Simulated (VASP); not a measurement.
Ti:

```
CELL_PARAMETERS angstrom
4.56737 0.00000 0.00000
-2.28369 3.95546 0.00000
0.00000 0.00000 2.82624
ATOMIC_POSITIONS crystal
Ti 0.00000 0.00000 0.00000
Ti 0.33333 0.66667 0.50000
Ti 0.66667 0.33333 0.50000
```

This isn't the form of Ti at room conditions, which is hcp.

- Program: VASP 6.6.1
- Task: relaxation of cell and atoms
- Functional: PBEsol
- Potentials or basis: VASP PAW PBE potentials, release 64 (Ti_sv)
- Cutoff: 600 eV
- k mesh: 6 × 6 × 6
- Occupations: gaussian, width 0.1 eV
- Spin: no spin polarisation

At the start: pressure -3.8 GPa; volume 17.02 Å³/atom.

Problem. How do energy, volume and symmetry change on relaxing?

Solution. Over 7 steps the energy falls by 6.8 meV/atom and the volume is 16.46 Å³/atom (-3.3 %); space group P6/mmm (No. 191, to 0.05 Å).

Step by step:
| step | energy change (eV) | largest force (eV/Å) | pressure (GPa) | volume (Å³) |
| --- | --- | --- | --- | --- |
| 1 | 0.0000 | 0.0000 | -3.77 | 51.06 |
| 2 | -0.0090 | 0.0000 | 3.08 | 48.16 |
| 3 | -0.0205 | 0.0000 | 0.00 | 49.37 |
| 4 | -0.0205 | 0.0000 | 0.07 | 49.34 |
| 5 | -0.0205 | 0.0000 | 0.07 | 49.33 |
| 6 | -0.0205 | 0.0000 | 0.07 | 49.33 |
| 7 | -0.0205 | 0.0000 | -0.04 | 49.38 |

Final structure:
```
Ti
1.0
     4.51321    0.00000    0.00000
    -2.25661    3.90856    0.00000
     0.00000    0.00000    2.79946
Ti
3
Direct
  0.00000 0.00000 0.00000
  0.33333 0.66667 0.50000
  0.66667 0.33333 0.50000
```

Caveat: the k mesh is coarse (spacing up to 0.37 Å⁻¹), so the values aren't converged; the PAW data sets were made with another functional, which shifts forces and pressure a little.
